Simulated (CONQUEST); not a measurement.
# C (Fd-3m) in CONQUEST: notebook

The runs below take C through equation of state, with LDA.

All numbers are computed with CONQUEST 1.3; they aren't measurements. Logs are shortened: lines on timing, memory, paths and dates and some standing lists are left out, and cuts for length are marked.

**The experiment to reproduce.**

“Equation of state of cubic boron nitride at high pressures and temperatures”, 2007, arxiv:cond-mat/0702656 quotes, for a bulk crystal of C: bulk modulus 442 ± 5 GPa.

How close the calculation comes is told below.

## 1. Starting point

Symmetry: Fd-3m, No. 227, cubic system. The conventional cell has a = 3.567 Å, b = 3.567 Å, c = 3.567 Å, α = 90.00°, β = 90.00°, γ = 90.00°. Around C (site symmetry -43m) lie 4 C at 1.54 Å.

This isn't the form of C at room conditions, which is graphite.

## 2. Equation of state, LDA, 5.33 Å³/atom (volume scaled by 0.94)

Contents of Conquest_input:

```
IO.Title C
IO.Coordinates coords.dat
IO.FractionalAtomicCoords T
IO.Iprint 2
IO.Iprint_init 1
General.NumberOfSpecies 1
General.PseudopotentialType hamann
AtomMove.TypeOfRun static
AtomMove.FullStress T
Grid.PointsAlongX 24
Grid.PointsAlongY 24
Grid.PointsAlongZ 36
DM.SolutionMethod diagon
Diag.MPMesh T
Diag.GammaCentred T
Diag.MPMeshX 9
Diag.MPMeshY 9
Diag.MPMeshZ 6
Diag.kT 0.00183747
minE.SCTolerance 1e-6
SC.MaxIters 100
IO.AtomChargeOutput T
%block ChemicalSpeciesLabel
1 12.010 C
%endblock
```

Contents of coords.dat:

```
    4.6687211923     0.0000000000     0.0000000000
    0.0000000000     4.6687211923     0.0000000000
    0.0000000000     0.0000000000     6.6025688284
4
  0.0000000000   0.5000000000   0.2500000000 1 T T T
  0.5000000000   0.0000000000   0.7500000000 1 T T T
  0.0000000000   0.0000000000   0.5000000000 1 T T T
  0.5000000000   0.5000000000   0.0000000000 1 T T T
```

Potentials or basis: PseudoDojo NC LDA, DZP, grid of 24 × 24 × 36 points.

Command:

```sh
$ Conquest
```

What it wrote:

```text
Simulation cell dimensions:     4.6687 a0 x     4.6687 a0 x     6.6026 a0

      Atomic coordinates (a0)
         Atom         X         Y         Z  Species
            1    0.0000    2.3344    1.6506        1
            2    2.3344    0.0000    4.9519        1
            3    0.0000    0.0000    3.3013        1
            4    2.3344    2.3344    0.0000        1

         Monkhorst-Pack mesh:   9 x   9 x   6 gamma-centred
        This calculation includes non-local pseudopotentials,
         with a maximum core radius of      6.24713685

    Job title: C
    Job to be run: static calculation

[... 5 lines left out ...]
      Using Fermi-Dirac smearing

    Integration grid size:     24 x   24 x   36

    Integration grid spacing:  0.195 a0 x 0.195 a0 x 0.183 a0

    Number of species:  1
    --------------------------------------------------------
    |   #  mass (au)  Charge (e)  SF Rad (a0)  NSF  Label  |
    --------------------------------------------------------
    |   1     12.010       4.000        6.614   13  C      |
    --------------------------------------------------------
          SCF tolerance:                 0.00000100
          SCF iterations:               100

    LibXC version:  6. 2. 2
    Using the LDA functional Slater exchange
    Using the LDA functional Perdew & Wang

           radial cut-off to be used is taken to be max PAO cut-off radius for this species:    6.247137

           greatest ang. mom. for making density from PAOs:  2
    Minimum blocs/proc is      324. Maximum blocs/proc is      324
    set_atom_dens: In set_atomic_density, electrons :      16.000000000000
 matrix_size & matrix_size_padH =           52          52

    Screened ion int: energy:     -14.531186150496 Ha

    new_SC_potl: Starting.  Tolerance:  0.10000E-05

    PulayMixSC: Starting Pulay mixing, A_up =  0.500 A_dn =  0.500
    PulayMixSC: Spin non-polarised calculation.
          Harris-Foulkes Energy            :       -24.163614467218260 Ha
          (TS=0 as O(N) or entropic contribution is negligible)
          DFT Total Energy                 :       -24.091890422386044 Ha
          Total number of electrons        :        15.999999999999851
    PulayMixSC: Pulay iteration     1 residual:              0.11391E-01
          Harris-Foulkes Energy            :       -24.113967818885822 Ha
          (TS=0 as O(N) or entropic contribution is negligible)
          DFT Total Energy                 :       -24.104488472102517 Ha
          Total number of electrons        :        16.000001885582030
    PulayMixSC: Pulay iteration     2 residual:              0.45058E-02
          Harris-Foulkes Energy            :       -24.106424455372967 Ha
          (TS=0 as O(N) or entropic contribution is negligible)
          DFT Total Energy                 :       -24.106400221272658 Ha
          Total number of electrons        :        16.000000024031436
    PulayMixSC: Pulay iteration     3 residual:              0.48121E-03
          Harris-Foulkes Energy            :       -24.106403175463758 Ha
          (TS=0 as O(N) or entropic contribution is negligible)
          DFT Total Energy                 :       -24.106403177179516 Ha
          Total number of electrons        :        15.999997300638309
    PulayMixSC: Pulay iteration     4 residual:              0.75978E-05
          Harris-Foulkes Energy            :       -24.106403177372091 Ha
          (TS=0 as O(N) or entropic contribution is negligible)
          DFT Total Energy                 :       -24.106403177702077 Ha
          Total number of electrons        :        15.999997265789370
    PulayMixSC: Pulay iteration     5 residual:              0.17881E-05
          Harris-Foulkes Energy            :       -24.106403177706639 Ha
          (TS=0 as O(N) or entropic contribution is negligible)
          DFT Total Energy                 :       -24.106403177706554 Ha
          Total number of electrons        :        15.999997265846837
    PulayMixSC: Pulay iteration     6 residual:              0.11544E-07
    PulayMixSC: Reached SCF tolerance of  0.11544E-07 after      6 iterations
      | Number of electrons      =        15.999997
      |* band energy as 2Tr[K.H] =        -9.833872526542194 Ha
      |  screened ion-ion energy =       -14.531186150496014 Ha
      |  Ha correction           =        -0.658557625805938 Ha
      |  XC correction           =         0.917213157418260 Ha
      |* Harris-Foulkes energy   =       -24.106403177706639 Ha
      |* DFT total energy        =       -24.106403177706554 Ha
      |  estimated accuracy      =        -0.000000000000085 Ha

    force: Forces on atoms (Ha/a0)
    force:  Atom   X              Y              Z
    force:     1   0.0000000000   0.0000000000   0.0000000000
    force:     2   0.0000000000   0.0000000000   0.0000000000
    force:     3  -0.0000000000  -0.0000000000  -0.0000000000
    force:     4  -0.0000000000  -0.0000000000  -0.0000000000

    force: Maximum force :        0.00000000(Ha/a0) on atom         4 in z direction
    force: Force Residual:        0.00000000 Ha/a0
    force: Total stress:        -25.50164781     0.00000000     0.00000000 GPa
                             0.00000000   -25.50164781     0.00000000
                             0.00000000     0.00000000   -24.16950180
    force: Average pressure:     25.05759914 GPa

    force: Finished force
    get_E_and_F: Change in energy during last step of electronic optimisation: -0.33455E-09

    BIBLIOGRAPHY: Please consider citing the following references in the conquest.bib file

    CONQUEST:         Bowler2002pt, Miyazaki2004, Nakata2020
    Basis:            Bowler2019
    DM:               Bowler:2006xr
    Pseudopotentials: Hamann2013, Bowler2019
    XC references from LibXC:
      P. A. M. Dirac.,  Math. Proc. Cambridge Philos. Soc. 26, 376 (1930)
```

Wall time 92 s (1 thread of Intel Xeon Platinum 8488C (Sapphire Rapids), shared host); peak memory 0.43 GiB.

What came out:

```
Free energy            : -655.9686 eV
Pressure               : 25.1 GPa
Band gap on the k mesh : 4.43 eV
```

Caveat: an odd mesh through Γ misses points on the zone boundary, where band edges often lie; the basis of atomic orbitals isn't converged, which shifts pressures, moduli and gaps; the real-space grid breaks the cell's symmetry a little.

## 3. Equation of state, LDA, 5.44 Å³/atom (volume scaled by 0.96)

Conquest_input is that of step 2.

Contents of coords.dat:

```
    4.7016005938     0.0000000000     0.0000000000
    0.0000000000     4.7016005938     0.0000000000
    0.0000000000     0.0000000000     6.6490673240
4
  0.0000000000   0.5000000000   0.2500000000 1 T T T
  0.5000000000   0.0000000000   0.7500000000 1 T T T
  0.0000000000   0.0000000000   0.5000000000 1 T T T
  0.5000000000   0.5000000000   0.0000000000 1 T T T
```

Potentials or basis: PseudoDojo NC LDA, DZP, grid of 24 × 24 × 36 points.

Command:

```sh
$ Conquest
```

Run time: 100 s. Hardware: 1 thread of Intel Xeon Platinum 8488C (Sapphire Rapids), shared host; peak memory 0.4 GiB.

Results (log left out):

```
Free energy            : -656.0224 eV
Pressure               : 13.3 GPa
Band gap on the k mesh : 4.37 eV
```

Caveat: an odd mesh through Γ misses points on the zone boundary, where band edges often lie; the basis of atomic orbitals isn't converged, which shifts pressures, moduli and gaps; the real-space grid breaks the cell's symmetry a little.

## 4. Equation of state, LDA, 5.56 Å³/atom (volume scaled by 0.98)

Conquest_input is that of step 3.

Contents of coords.dat:

```
    4.7340264503     0.0000000000     0.0000000000
    0.0000000000     4.7340264503     0.0000000000
    0.0000000000     0.0000000000     6.6949244098
4
  0.0000000000   0.5000000000   0.2500000000 1 T T T
  0.5000000000   0.0000000000   0.7500000000 1 T T T
  0.0000000000   0.0000000000   0.5000000000 1 T T T
  0.5000000000   0.5000000000   0.0000000000 1 T T T
```

Command:

```sh
$ Conquest
```

Wall time 80 s (1 thread of Intel Xeon Platinum 8488C (Sapphire Rapids), shared host); peak memory 0.4 GiB.

The run converged. Its results:

- Free energy: -656.0454 eV
- Pressure: 3.3 GPa
- Band gap on the k mesh: 4.31 eV

Caveat: an odd mesh through Γ misses points on the zone boundary, where band edges often lie; the basis of atomic orbitals isn't converged, which shifts pressures, moduli and gaps; the real-space grid breaks the cell's symmetry a little.

## 5. Equation of state, LDA, 5.67 Å³/atom

Conquest_input is that of step 4.

Contents of coords.dat:

```
    4.7660140857     0.0000000000     0.0000000000
    0.0000000000     4.7660140857     0.0000000000
    0.0000000000     0.0000000000     6.7401617577
4
  0.0000000000   0.5000000000   0.2500000000 1 T T T
  0.5000000000   0.0000000000   0.7500000000 1 T T T
  0.0000000000   0.0000000000   0.5000000000 1 T T T
  0.5000000000   0.5000000000   0.0000000000 1 T T T
```

Command:

```sh
$ Conquest
```

Run time: 78 s. Hardware: 1 thread of Intel Xeon Platinum 8488C (Sapphire Rapids), shared host; peak memory 0.4 GiB.

It converged, with:

```yaml
Free_energy: -656.0420 eV
Pressure: -5.5 GPa
Band_gap_on_the_k_mesh: 4.25 eV
```

Caveat: an odd mesh through Γ misses points on the zone boundary, where band edges often lie; the basis of atomic orbitals isn't converged, which shifts pressures, moduli and gaps; the real-space grid breaks the cell's symmetry a little.

## 6. Equation of state, LDA, 5.79 Å³/atom (volume scaled by 1.02)

Conquest_input is that of step 5.

Contents of coords.dat:

```
    4.7975780128     0.0000000000     0.0000000000
    0.0000000000     4.7975780128     0.0000000000
    0.0000000000     0.0000000000     6.7847998915
4
  0.0000000000   0.5000000000   0.2500000000 1 T T T
  0.5000000000   0.0000000000   0.7500000000 1 T T T
  0.0000000000   0.0000000000   0.5000000000 1 T T T
  0.5000000000   0.5000000000   0.0000000000 1 T T T
```

Potentials or basis: PseudoDojo NC LDA, DZP, grid of 24 × 24 × 36 points.

Command:

```sh
$ Conquest
```

Run time: 77 s. Hardware: 1 thread of Intel Xeon Platinum 8488C (Sapphire Rapids), shared host; peak memory 0.4 GiB.

Results (log left out):

* Free energy: -656.0133 eV
* Pressure: -14.4 GPa
* Band gap on the k mesh: 4.20 eV

Caveat: an odd mesh through Γ misses points on the zone boundary, where band edges often lie; the basis of atomic orbitals isn't converged, which shifts pressures, moduli and gaps; the real-space grid breaks the cell's symmetry a little.

## 7. Equation of state, LDA, 5.90 Å³/atom (volume scaled by 1.04)

Conquest_input is that of step 6.

Contents of coords.dat:

```
    4.8287319897     0.0000000000     0.0000000000
    0.0000000000     4.8287319897     0.0000000000
    0.0000000000     0.0000000000     6.8288582682
4
  0.0000000000   0.5000000000   0.2500000000 1 T T T
  0.5000000000   0.0000000000   0.7500000000 1 T T T
  0.0000000000   0.0000000000   0.5000000000 1 T T T
  0.5000000000   0.5000000000   0.0000000000 1 T T T
```

Command:

```sh
$ Conquest
```

Wall time 78 s (1 thread of Intel Xeon Platinum 8488C (Sapphire Rapids), shared host); peak memory 0.4 GiB.

Results (log left out):

- Free energy: -655.9618 eV
- Pressure: -22.0 GPa
- Band gap on the k mesh: 4.15 eV

Caveat: an odd mesh through Γ misses points on the zone boundary, where band edges often lie; the basis of atomic orbitals isn't converged, which shifts pressures, moduli and gaps; the real-space grid breaks the cell's symmetry a little.

## 8. Equation of state, LDA, 6.01 Å³/atom (volume scaled by 1.06)

Conquest_input is that of step 7.

Contents of coords.dat:

```
    4.8594890736     0.0000000000     0.0000000000
    0.0000000000     4.8594890736     0.0000000000
    0.0000000000     0.0000000000     6.8723553533
4
  0.0000000000   0.5000000000   0.2500000000 1 T T T
  0.5000000000   0.0000000000   0.7500000000 1 T T T
  0.0000000000   0.0000000000   0.5000000000 1 T T T
  0.5000000000   0.5000000000   0.0000000000 1 T T T
```

Command:

```sh
$ Conquest
```

It took 68 s on 1 thread of Intel Xeon Platinum 8488C (Sapphire Rapids), shared host; peak memory 0.37 GiB.

The run converged. Its results:

```
Free energy            : -655.8896 eV
Pressure               : -28.7 GPa
Band gap on the k mesh : 4.09 eV
```

Caveat: an odd mesh through Γ misses points on the zone boundary, where band edges often lie; the basis of atomic orbitals isn't converged, which shifts pressures, moduli and gaps; the real-space grid breaks the cell's symmetry a little.

## 9. Equation of state, LDA

Potentials or basis: PseudoDojo NC LDA, DZP, grid of 24 × 24 × 36 points.

This step only gathers the single runs of the series.

What came out:

- Equilibrium volume: 5.60 Å³/atom
- Bulk modulus: 460 GPa
- Pressure derivative of the bulk modulus: 3.5

Energy against volume, from the lowest point:
| volume (Å³/atom) | energy (meV/atom) |
| --- | --- |
| 5.332 | 19.19 |
| 5.445 | 5.75 |
| 5.558 | 0.00 |
| 5.672 | 0.85 |
| 5.785 | 8.02 |
| 5.899 | 20.91 |
| 6.012 | 38.95 |

Caveat: the DZP basis gives volumes some 2 % larger than converged bases do, and moduli off by several per cent; the basis of atomic orbitals isn't converged, which shifts pressures, moduli and gaps.

## 10. Comparison with measurements

Step 9. Against the measured bulk modulus of C, 442 GPa (quoted in “Equation of state of cubic boron nitride at high pressures and temperatures”, 2007, arxiv:cond-mat/0702656), the calculated 460 GPa is off by +4.1 %. 3 values of this kind are on record (442 to 444.8 GPa); this one was drawn at random among those near their median, those with a stated uncertainty first. The fit is for a static lattice scaled at fixed shape and fixed fractional positions.
